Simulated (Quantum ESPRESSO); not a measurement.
# MnSi: phonons with LDA

MnSi:

```xyz
2
Lattice="0.0000 2.5272 2.5272 2.5272 0.0000 2.5272 2.5272 2.5272 0.0000" Properties=species:S:1:pos:R:3 pbc="T T T"
Mn    0.0000    0.0000    0.0000
Si    1.2636    1.2636    1.2636
```

The cell was built by a generator and needn't be a form met in nature.

```json
{
  "Program": "Quantum ESPRESSO 7.5",
  "Task": "phonons",
  "Functional": "LDA",
  "Potentials or basis": "GBRV 1.5 LDA",
  "Cutoff": "612 eV",
  "Density cutoff": "4898 eV",
  "k mesh": "6 × 6 × 6",
  "Occupations": "cold, width 0.2 eV",
  "Spin": "collinear spin, ferromagnetic start",
  "Starting moments": "[4.0, 0.0] μB",
  "Form of the LDA correlation": "PZ81",
  "Mixing beta": "0.3",
  "Most SCF iterations": "120",
  "SCF threshold": "4e-10 Ry"
}
```

| Item | Value |
| --- | --- |
| Relaxed volume | 17.80 Å³/atom |
| Relaxed cell | a = 3.693 Å, b = 3.693 Å, c = 3.693 Å, α = 60.00°, β = 60.00°, γ = 60.00° |
| Space group after relaxing (to 0.05 Å) | F-43m (No. 216) |
| Pressure after relaxing | -0.1 GPa |
| Band gap on the k mesh | none (metal or under the smearing width) |
| Net moment | 2.16 μB per cell |
| Absolute moment | 2.59 μB per cell |
| Site moments | Mn +2.12; Si -0.10 μB |
| Valence electrons inside the program's atomic spheres | Mn 12.78; Si 1.62 |
| Highest phonon frequency at Γ | 383 cm⁻¹ |

The path:
```tsv
step	energy change (eV)	largest force (eV/Å)	pressure (GPa)	volume (Å³)
1	0.0000	0.0000	9.15	32.28
2	-0.0629	0.0000	4.23	33.81
3	-0.0849	0.0000	0.79	35.24
4	-0.0858	0.0000	0.03	35.59
5	-0.0858	0.0000	0.00	35.60
```

Final structure:
```xyz
2
Lattice="0.0000 2.6111 2.6111 2.6111 0.0000 2.6111 2.6111 2.6111 0.0000" Properties=species:S:1:pos:R:3 pbc="T T T"
Mn    0.0000    0.0000    0.0000
Si    1.3055    1.3055    1.3055
```

Levels at points of the mesh, in eV from the Fermi level:
Spin up:
```csv
k point,band 8,band 9,band 10,band 11,band 12,band 13
"(0.00, 0.00, 0.00)",-2.69,-1.54,-1.54,6.21,6.21,6.21
"(0.00, 0.00, -0.50)",-2.51,-1.30,-1.30,-0.79,3.83,3.83
"(0.00, -0.50, -0.50)",-1.65,-1.65,-1.16,-0.46,0.95,0.95
```
Spin down:
```tsv
k point	band 6	band 7	band 8	band 9	band 10	band 11
(0.00, 0.00, 0.00)	-1.50	-1.50	-1.50	0.48	0.48	6.84
(0.00, 0.00, -0.50)	-3.76	-1.23	-1.23	0.69	0.69	0.81
(0.00, -0.50, -0.50)	-3.70	-0.64	-0.46	-0.46	1.03	1.05
```

Phonon frequencies in cm⁻¹ (negative: imaginary):
```
              q point           frequencies
(0.000, 0.000, 0.000)  -8 -8 -8 383 383 383
```

Optical modes at Γ, degenerate ones joined:
```csv
cm⁻¹,components,symmetry,active in
383,3,T2,IR and Raman
```

Run time: 14 min on 1 thread of Intel(R) Xeon(R) Processor @ 2.50GHz (Skylake/Cascade Lake), on a shared host, peak memory 0.16 GiB.

Caveat: the k mesh is coarse; the mesh is thin for the phonons of a metal.
